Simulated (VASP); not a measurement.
Input of a VASP 6.6.1 run:

File INCAR:

```
PREC = Accurate
ENCUT = 520
EDIFF = 1E-6
ISMEAR = 0
SIGMA = 0.02
LREAL = F
LASPH = T
NELM = 60
ALGO = Fast
ISIF = 2
LWAVE = F
LCHARG = T
GGA = PS
LELF = T
LVHAR = T
NBANDS = 16
```

File KPOINTS:

```
Automatic mesh
0
Gamma
  8 8 8
```

Contents of POSCAR:

```
CdSe
4.342
    0.000000000000      0.707109902948      0.707109902948
    0.707109902948      0.000000000000      0.707109902948
    0.707109902948      0.707109902948      0.000000000000
Cd Se
1 1
Direct
    0.0000000000      0.0000000000      0.0000000000
    0.2500000000      0.2500000000      0.2500000000
```

Potentials or basis: VASP PAW PBE potentials, release 64 (Cd, Se).

The run is started by

```bash
$ cat potpaw_PBE.64/Cd/POTCAR potpaw_PBE.64/Se/POTCAR > POTCAR
$ mpirun -np 1 vasp_std > vasp.out
```

(1) Predict the pressure.

(2) Estimate the band gap on the k mesh.

## Answers

(1) -1.1 GPa.

(2) 0.43 eV, direct.

Caveat: the PAW data sets were made with another functional, which shifts forces and pressure a little.
